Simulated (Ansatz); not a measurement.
Rh (Fm-3m), clamped-ion strain scan

Theory: Ansatz, DFT PBE, scalar-relativistic, plane waves, PAW. Settings: plane waves to 420 eV, k-mesh 22×22×22 (Γ-centred), cold smearing 0.02 eV. No spin polarisation. Energies are free energies at this smearing, counted from the undisturbed cell; pressure is positive in compression.

Reference structure (as given, not relaxed at this level; it stands at 5.7 GPa):

```yaml
crystal:
  lattice:
    - [0.00000, 1.90155, 1.90155]
    - [1.90155, 0.00000, 1.90155]
    - [1.90155, 1.90155, 0.00000]
  atoms:
    - { symbol: Rh, position: [0.00000, 0.00000, 0.00000] }
```

The cell is strained by ε times the Voigt pattern (0, 0, 1, 0, 0, 0) (xx, yy, zz, yz, xz, xy; engineering shear) with fractional coordinates fixed. The cell is metallic on the mesh throughout.

```
      ε  ΔE (meV/atom)
-0.0200           17.6
-0.0150           11.6
-0.0100            6.8
-0.0050            2.9
 0.0000            0.0
 0.0050           -2.0
 0.0100           -3.0
 0.0150           -3.2
 0.0175           -3.0
 0.0200           -2.5
```

**Question.** Predict the stress summed along the pattern (GPa, tension positive) at each point.

**Answer.**
```tsv
ε	stress summed along the pattern (GPa, tension positive)
-0.0200	-15.08
-0.0150	-12.54
-0.0100	-10.15
-0.0050	-7.87
0.0000	-5.67
0.0050	-3.53
0.0100	-1.43
0.0150	0.61
0.0175	1.61
0.0200	2.60
```

Cost: 10 runs of about 1.3 core-minutes in all, on Arm Neoverse V1 (shared hosts).